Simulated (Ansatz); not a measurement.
# Equation of state of Na

```yaml
crystal:
  lattice:
    - [0.00000, 3.78737, 3.78737]
    - [3.78737, 0.00000, 3.78737]
    - [3.78737, 3.78737, 0.00000]
  atoms:
    - { symbol: Na, position: [0.00000, 0.00000, 0.00000] }
    - { symbol: Na, position: [0.25000, 0.25000, 0.25000] }
```

The structure comes from a relaxation in the same program, started in the diamond type, and has space group Fd-3m. Whether it is a known phase or the ground state wasn't checked.

Methods: DFT, PBE, all-electron LAPW, scalar-relativistic (Ansatz 0.2.0); DFT, PBE, PAW with Ansatz's default frozen-core files, scalar-relativistic (Ansatz 0.2.0).

For LAPW: a Γ-centred 10×10×10 k mesh, Fermi–Dirac smearing of 0.03 eV, basis error target 0.5 meV/atom, no spin polarisation. PAW takes a cutoff of 420 eV at this cell. The Ansatz runs share mesh, smearing and spin set-up. Plane-wave (PAW) pressures include the program's estimate of the Pulay term.

The cell above is scaled evenly, with fractional coordinates and shape held.

| V/V(cell) | V (Å³/atom) | P, LAPW (GPa) | P, PAW (GPa) | free energy over the lowest listed, PAW (meV/atom) |
| --- | --- | --- | --- | --- |
| 0.9405 | 51.094 | 0.21 | 0.21 | 2.1 |
| 0.9800 | 53.240 | 0.07 | 0.07 | 0.2 |
| 1.0000 | 54.327 | 0.01 | 0.01 | 0.0 |
| 1.0200 | 55.413 | ? | ? | ? |
| 1.0600 | 57.587 | -0.15 | -0.15 | 1.6 |

Question: Fill in the row V/V(cell) = 1.0200.

Answer: P, LAPW (GPa) = -0.05, P, PAW (GPa) = -0.05, free energy over the lowest listed, PAW (meV/atom) = 0.2.

Question: What do Birch–Murnaghan fits to the pressures give?

Answer: LAPW: V0 = 54.48 Å³/atom, B0 = 3 GPa, B0′ = 3.5; PAW: V0 = 54.42 Å³/atom, B0 = 3 GPa, B0′ = 3.5.

PAW's V0 lies -0.11 % from the all-electron value and its B0 0.1 %. Symmetry fixes shape and coordinates here, so this is the relaxed modulus.
